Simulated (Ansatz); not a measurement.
K: strain energy, fitted

K, R-3m, a = 4.719 Å, c = 34.444 Å. This isn't the element's structure at ambient conditions. Ansatz: PBE, PAW, 420 eV, Γ-centred 9×9×1 mesh on 9 atoms, Gaussian smearing 0.10 eV; no spin polarisation. Series: equal strain along all axes, cell held, atoms relaxed; x is the strain in per cent. y is the free energy over the unstrained cell, V0 = 73.820 Å³/atom.

| x (%) | y (meV/atom) |
| --- | --- |
| -6.0 | ? |
| -4.0 | 13.61 |
| -2.0 | 3.31 |
| 0.0 | 0.00 |
| 2.0 | 2.64 |
| 4.0 | 10.31 |
| 6.0 | 22.22 |

**Question.** Fit y = c2 x² + c3 x³ to the other rows, turn c2 into a modulus, and predict the missing energy.

**Answer.** Least squares on the rows shown. y = 0.75420 x² − 0.023314 x³. In eV per unit strain² c2 is 7.542; the stiffness is B for this strain (E = 9/2 B V0 ε², shape held): 2 × 7.542 × 160.2 / (9 × 73.820) = 3.6 GPa. The unstrained cell keeps some stress along the strain, worth a slope of -0.09 meV/atom per %, which the form leaves out. At x = -6.0 the fit asked for gives 32.19 meV/atom. The run gave 32.16 meV/atom, so the fit is 0.03 meV/atom too high, within the rms miss on the fitted rows (0.16 meV/atom).